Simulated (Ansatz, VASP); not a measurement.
# SrO: VASP beside Ansatz, part 2 of 2

One calculation is typed for both programs; each brings its own data sets and cutoff. How far apart do they land? The cell is taken from a series of VASP runs on this material, whose earlier steps may have relaxed, scaled or displaced it; both programs get it as it stands. Other levels of theory on this material are compared in a session of their own.

VASP 6.6.1 and Ansatz 0.2.0.

So far. Step 2 (VASP: band structure, r2SCAN, spin-orbit coupling): The run ends at a pressure of -0.04 GPa.

**3. Ansatz: band structure, r2SCAN, spin-orbit coupling**

Level of this step: Ansatz beside VASP: Kohn-Sham DFT, plane waves, r2SCAN, spin-orbit coupling (Ansatz).

Ansatz runs on its fully relativistic PAW (standard-fr) files.

The same cell, functional, mesh and smearing now go to Ansatz, which takes its cutoff from its data sets.

input.yaml

```yaml
crystal:
  lattice:
    - [0.0, 2.58066, 2.58066]
    - [2.58066, 0.0, 2.58066]
    - [2.58066, 2.58066, 0.0]
  atoms:
    - { symbol: Sr, position: [0.0, 0.0, 0.0] }
    - { symbol: O, position: [0.5, 0.5, 0.5] }
hamiltonian:
  xc: r2scan
  pseudopotentials: { kind: paw_fr }
magnetization:
  noncollinear: true
  spin_orbit: true
kpoints:
  mp_grid: { grid: [8, 8, 8] }
  band_path:
    path:
      - [0.0, 0.0, 0.0]
      - [0.16667, 0.0, 0.16667]
      - [0.33333, 0.0, 0.33333]
      - [0.5, 0.0, 0.5]
      - [0.5, 0.08333, 0.58333]
      - [0.5, 0.19444, 0.69444]
      - [0.5, 0.25, 0.75]
      - [0.45833, 0.29167, 0.75]
      - [0.40278, 0.34722, 0.75]
      - [0.375, 0.375, 0.75]
      - [0.20833, 0.20833, 0.41667]
      - [0.08333, 0.08333, 0.16667]
      - [0.0, 0.0, 0.0]
      - [0.22222, 0.22222, 0.22222]
      - [0.38889, 0.38889, 0.38889]
      - [0.51389, 0.47222, 0.51389]
      - [0.55556, 0.38889, 0.55556]
      - [0.61111, 0.27778, 0.61111]
      - [0.61111, 0.25, 0.63889]
      - [0.56944, 0.25, 0.68056]
      - [0.51389, 0.25, 0.73611]
      - [0.5, 0.27778, 0.72222]
      - [0.5, 0.38889, 0.61111]
      - [0.5, 0.47222, 0.52778]
      - [0.48611, 0.48611, 0.52778]
      - [0.43056, 0.43056, 0.63889]
      - [0.38889, 0.38889, 0.72222]
      - [0.59722, 0.19444, 0.59722]
      - [0.55556, 0.11111, 0.55556]
      - [0.5, 0.0, 0.5]
    npoints: 1
scf:
  occupations: { method: gaussian, width: 0.03 }
  n_extra_bands: 14
output:
  forces: true
  stress: true
  eigenvalues: true
```

On the command line:

```
$ ansatz run input.yaml --threads 2 --pin off --max-ram 4608MiB --backend cpu --events-out ev --progress --plain --runs-dir out
```

Numbers of over 12 decimals in the logs are rounded to 6 here.

The log of the run:

```text
scf.n_extra_bands = 14 over 16 filled bands (N_el = 16.0): the run solves 30 bands
Engine: ansatz 0.2.0, aarch64-unknown-linux-gnu
Pseudopotentials: kind: paw_fr
Pseudopotential: Sr, paw_fr, valence charge 10, recommended cutoff 500 eV (meta_gga), Sr.paw.azcp#standard-fr
Pseudopotential: O, paw_fr, valence charge 6, recommended cutoff 500 eV (meta_gga), O.paw.azcp#standard-fr
Functional definition: r2SCAN
  parameter k0 = 0.174
  parameter k1 = 0.065
  parameter a1 = 4.9479
  exchange = r2scan_x(k0 = k0, k1 = k1, a1 = a1)
  correlation = r2scan_c
non-collinear run that drives no moment, with spin-orbit: no starting moment large enough to seed its density (crystal.atoms[].spin), no starting occupations that ask for one, no magnetisation constraint and no magnetic field, so the semilocal B_xc is pinned to zero
Crystal: 2 atoms, lattice volume = 34.373 Å³
Basis set: ecut = 500 eV, 893 PW (Γ), exchange–correlation on 108×108×108 points (64 copies of the dense FFT grid, shifted against one another)
Bands: 30, of which v1, the nominal top of the filled ones, is band 16 counted from 1 (15 counted from 0)
Symmetry: 48 space group operations + 48 with time reversal
Magnetic group: BNS 225.117 (UNI 1619), of the structure as read, at distance tolerance 3.3e-5 Å
k-points: 29 of 512
Projection manifold: j_resolved (fully-relativistic pseudo-atomic orbitals)
Non-local potential: Sr, projectors of the file, l = 0: 3, l = 1: 4, l = 2: 4
Non-local potential: O, projectors of the file, l = 0: 2, l = 1: 4, l = 2: 2
PAW form: soft (Blöchl's): semilocal exchange-correlation on the pseudo side does not see the compensation charge
PAW frozen core: Sr, regenerated for the run's functional (the file was generated under x = pbe(κ = 0.804, μ = 0.219515), c = pbe(β = 0.066725))
PAW frozen core: O, regenerated for the run's functional (the file was generated under x = pbe(κ = 0.804, μ = 0.219515), c = pbe(β = 0.066725))
PAW one-centre angular grid: Sr, 302 points (default); XC on 160 Gauss nodes
PAW one-centre angular grid: O, 302 points (default); XC on 160 Gauss nodes
Initial density: superposition of atomic densities (chi_scale 0.1, normalization cell, long waves kept (reshape's long-wave potential 0.00 eV rms))
Initial wavefunctions: pseudopotential atomic-orbital guess
Functional: x = r2scan, c = r2scan; τ floored in thin density (d = 2e-4 eV/Å³)
SCF iter   1: F=—  HF=-4122.688304 eV  |F-HF|=—  |Δ(HF+E_count)|=         —  Δρ=7.26e-2  dr2=1.42e0  dr2_τ=1.63e-2  dr2_m=0.00e0 (ungated)  ethr=3.10e-3  |M|=0.00e0 ∫|m|=0.00e0 μB  |m|>n=0.0e0 m-floor=0.0e0 τ_xc=0.0e0  β_m=0.30  ⟨swp⟩=9.0  Hψ=2765  notcnv=0  defer=36
preconditioner: auto → none  [insulator: Δε(μ)=2.638 eV  Ē_g=19.015 eV  σ=0.030 eV  W_gap=1.00  n_scr=8 (ndim 8)  ℏωp=23.7 eV  f_vac=0.000  D(μ)=0.00/eV (n_scr^D=0)  ε∞_Penn≈2.6]
SCF iter   2: F=—  HF=-4122.615560 eV  |F-HF|=—  |Δ(HF+E_count)|=   7.27e-2  Δρ=2.65e-2  dr2=2.85e-1  dr2_τ=1.00e-2  dr2_m=0.00e0 (ungated)  ethr=3.10e-3  |M|=0.00e0 ∫|m|=0.00e0 μB  |m|>n=0.0e0 m-floor=0.0e0 τ_xc=0.0e0  β_m=0.32  ⟨swp⟩=2.9  Hψ=841  notcnv=0  defer=232
SCF iter   3: F=—  HF=-4122.634805 eV  |F-HF|=—  |Δ(HF+E_count)|=   1.92e-2  Δρ=1.87e-2  dr2=9.89e-2  dr2_τ=1.83e-3  dr2_m=0.00e0 (ungated)  ethr=1.78e-3  |M|=0.00e0 ∫|m|=0.00e0 μB  |m|>n=0.0e0 m-floor=0.0e0 τ_xc=0.0e0  β_m=0.51  ⟨swp⟩=2.4  Hψ=465  notcnv=0  defer=232
SCF iter   4: F=—  HF=-4122.672284 eV  |F-HF|=—  |Δ(HF+E_count)|=   3.75e-2  Δρ=3.18e-3  dr2=1.72e-3  dr2_τ=1.15e-4  dr2_m=0.00e0 (ungated)  ethr=6.18e-4  |M|=0.00e0 ∫|m|=0.00e0 μB  |m|>n=0.0e0 m-floor=0.0e0 τ_xc=0.0e0  β_m=0.60  ⟨swp⟩=3.0  Hψ=638  notcnv=0  defer=232
SCF iter   5: F=—  HF=-4122.673263 eV  |F-HF|=—  |Δ(HF+E_count)|=   9.78e-4  Δρ=4.96e-4  dr2=6.00e-5  dr2_τ=2.49e-6  dr2_m=0.00e0 (ungated)  ethr=1.07e-5  |M|=0.00e0 ∫|m|=0.00e0 μB  |m|>n=0.0e0 m-floor=0.0e0 τ_xc=0.0e0  β_m=0.69  ⟨swp⟩=2.1  Hψ=485  notcnv=0  defer=232
SCF iter   6: F=—  HF=-4122.673265 eV  |F-HF|=—  |Δ(HF+E_count)|=   2.92e-6  Δρ=6.08e-5  dr2=4.62e-7  dr2_τ=3.06e-8  dr2_m=0.00e0 (ungated)  ethr=3.75e-7  |M|=0.00e0 ∫|m|=0.00e0 μB  |m|>n=0.0e0 m-floor=0.0e0 τ_xc=0.0e0  β_m=0.84  ⟨swp⟩=2.6  Hψ=657  notcnv=0  defer=232
SCF iter   7: F=-4122.673266 eV  HF=-4122.673266 eV  |F-HF|=3.67e-8  |Δ(HF+E_count)|=   3.26e-7  Δρ=1.42e-5  dr2=5.69e-8  dr2_τ=2.07e-9  dr2_m=0.00e0 (ungated)  ethr=6.25e-10  |M|=0.00e0 ∫|m|=0.00e0 μB  |m|>n=0.0e0 m-floor=0.0e0 τ_xc=0.0e0  ⟨swp⟩=12.3  Hψ=2944  notcnv=0
SCF 1 converged in 7 iterations: F = -4122.673266 eV  dr2 = 5.69e-8
  greatest PAW one-centre occupation: 0.988 electrons in one spin orbital (limit 2), on the Sr atom at site 0 (counted from 0), in its partial waves of l = 0
NSCF: frozen V_eff on 30 k-points
SCF converged after 7 iterations
Magnetization: |M| = 0.0000 μB,  M = (+0.0000, +0.0000, +0.0000) μB
Absolute magnetization: 0.0000 μB (∫|m|)
  site 0: m = (+0.0000, +0.0000, +0.0000) μB, |m| = 0.0000 μB  (R = 1.06 Å)
  site 1: m = (+0.0000, +0.0000, +0.0000) μB, |m| = 0.0000 μB  (R = 1.06 Å)
Free energy (F): -4122.673266 eV
Harris-Foulkes:  -4122.673266 eV  (|F-HF|=3.67e-8)
Internal energy: -4122.673266 eV  (E = F + TS)
E sigma→0 (E₀):  -4122.673266 eV
Fermi energy:    9.395818 eV
--- Per-component energies (eV) ---
  E_band       = -71.756425
  E_kinetic    = 424.171849
  E_local      = -870.095432  (includes V_loc(G=0)·N_el)
  E_nonlocal   = 248.896263
  E_hartree    = 236.692698
  E_xc         = -239.112968
  E_vxc        = -286.587171  (∫ρ·V_xc dr)
  E_paw        = -2870.819221  (= ΣΔE_a)
  E_vpaw       = -78.007781  (= ΣTr[D̂ρ^β])
  E_aug_tail   = 0.001091  (compensation charges beyond the density's cutoff)
  E_vtau       = 16.474699  (kinetic-family band-sum trace: ∫τ·v_τ [+ j·A + Jᵃ·Aᵃ] dr)
  E_ewald      = -1052.229361
  E_core_change = -0.178185  (= ΣΔE_core)
  E_smearing   = -0.000000  (= −TS)
  E_closure    = -0.000000  (closes the sum)
  Σ components = -4122.673266   (vs F -4122.673266, Δ=0.00e0)
--- Forces (eV/Å), atoms counted from 1 ---
  atom   1  Sr     0.00000000    -0.00000000     0.00000000
  atom   2  O      0.00000000    -0.00000000    -0.00000000
  max |Σ_I F_I| component: 1.31e-29 eV/Å
--- Stress (GPa, compression-positive) ---
       -0.082078      -0.000000      -0.000000
        0.000000      -0.082078       0.000000
       -0.000000      -0.000000      -0.082078
  P = ⅓ Tr σ = -0.0821 GPa (-0.821 kbar)
--- Band table (eV; the first three rows and the last of 29) ---
  k-point 0: bands = [... 12 lower, 7.5058, 7.5058, 7.5058, 7.5058, 12.0701, 12.0701, 14.2864, 14.2864, ... 10 higher]
  k-point 1: bands = [... 12 lower, 7.2865, 7.2865, 7.3190, 7.3190, 12.7499, 12.7499, 14.1236, 14.1236, ... 10 higher]
  k-point 2: bands = [... 12 lower, 6.8867, 6.8867, 6.9116, 6.9116, 14.0179, 14.0179, 14.2910, 14.2910, ... 10 higher]
  k-point 28: bands = [... 12 lower, 7.0366, 7.0366, 7.1107, 7.1107, 14.0382, 14.0382, 14.0415, 14.0415, ... 10 higher]
```

Elapsed: 10 s, on 2 threads of Arm Neoverse V1, shared host; peak memory 0.46 GiB.

**4. Side by side**

Known differences besides the potentials themselves: spin-orbit coupling enters by fully relativistic files in Ansatz and inside the spheres in VASP; VASP keeps PBE cores, Ansatz makes them for the functional; the cutoff is 500 eV in Ansatz and 460 eV in VASP. Total energies have different zeros and are not compared.

The two programs side by side:

```tsv
quantity	Ansatz	VASP	difference
pressure (GPa)	-0.08	-0.04	-0.04
gap over the path points (eV)	3.780	3.730	+0.050
```

Levels at points of the path, from each program's valence-band top (eV; 6 filled, then empty):

```tsv
k (reciprocal lattice)	Ansatz	VASP
0.000 0.000 0.000	-0.06 -0.06 0.00 0.00 0.00 0.00 4.56 4.56 6.78 6.78 6.78 6.78	-0.06 -0.06 0.00 0.00 0.00 0.00 4.55 4.55 6.72 6.72 6.72 6.72
0.167 0.000 0.167	-1.03 -1.03 -0.14 -0.14 -0.09 -0.09 5.69 5.69 5.73 5.73 7.90 7.90	-1.05 -1.05 -0.14 -0.14 -0.10 -0.10 5.64 5.64 5.71 5.71 7.85 7.85
0.333 0.000 0.333	-1.09 -1.09 -0.18 -0.18 -0.11 -0.11 4.30 4.30 7.45 7.45 10.29 10.29	-1.12 -1.12 -0.19 -0.19 -0.12 -0.12 4.25 4.25 7.43 7.43 10.24 10.24
0.500 0.000 0.500	-0.44 -0.44 -0.13 -0.13 -0.06 -0.06 3.78 3.78 8.47 8.47 10.92 10.92	-0.47 -0.47 -0.14 -0.14 -0.08 -0.08 3.73 3.73 8.41 8.41 10.83 10.83
0.500 0.083 0.583	-0.46 -0.46 -0.36 -0.36 -0.17 -0.17 4.16 4.16 8.72 8.72 9.71 9.71	-0.49 -0.49 -0.38 -0.38 -0.19 -0.19 4.11 4.11 8.66 8.66 9.71 9.71
0.500 0.194 0.694	-0.99 -0.99 -0.47 -0.47 -0.36 -0.36 5.58 5.58 7.58 7.58 9.21 9.21	-1.01 -1.01 -0.50 -0.50 -0.39 -0.39 5.54 5.54 7.55 7.55 9.15 9.15
0.500 0.250 0.750	-1.10 -1.10 -0.47 -0.47 -0.40 -0.40 6.53 6.53 6.54 6.54 9.28 9.28	-1.12 -1.12 -0.49 -0.49 -0.42 -0.42 6.50 6.50 6.51 6.51 9.22 9.22
0.458 0.292 0.750	-1.06 -1.06 -0.48 -0.48 -0.41 -0.41 5.87 5.87 7.32 7.32 9.30 9.30	-1.08 -1.08 -0.51 -0.51 -0.44 -0.44 5.84 5.84 7.29 7.29 9.24 9.24
0.403 0.347 0.750	-0.95 -0.95 -0.55 -0.55 -0.46 -0.46 5.35 5.35 8.26 8.26 9.38 9.38	-0.97 -0.97 -0.57 -0.57 -0.49 -0.49 5.32 5.32 8.24 8.24 9.32 9.32
0.375 0.375 0.750	-0.93 -0.93 -0.57 -0.57 -0.47 -0.47 5.29 5.29 8.44 8.44 9.39 9.39	-0.95 -0.95 -0.59 -0.59 -0.50 -0.50 5.25 5.25 8.43 8.43 9.34 9.34
```

Among the levels compared at these points, filled levels agree within 30 meV and empty ones within 92 meV. Ansatz's pressure holds a Pulay correction of 0.04 GPa; VASP's holds none.

**5. Outcome**

```json
{"difference in gap over the path points (band structure, r2SCAN, spin-orbit coupling)": "0.050 eV"}
```

What this shows: The difference in gap over the path points is 0.050 eV (band structure, r2SCAN, spin-orbit coupling), within the 0.08 eV picked in this series as the mark of a large difference. 5 further runs of this series are not shown here. Such differences can come from data sets, numerical settings and the points named under the comparisons, not from the functional's error against experiment.

[Lines on the potential files, build, host, timing and source positions are cut from VASP's logs without a mark.]

[Logs are printed without paths, hosts, clocks, repeated set-up lines and the standing remarks that a program may print on its own settings, such as how far it seeks lower states.]

[Hosts, paths, dates, database ids (printed as entryN), source tags and the programs' standing remarks are cut or masked in the printed files.]
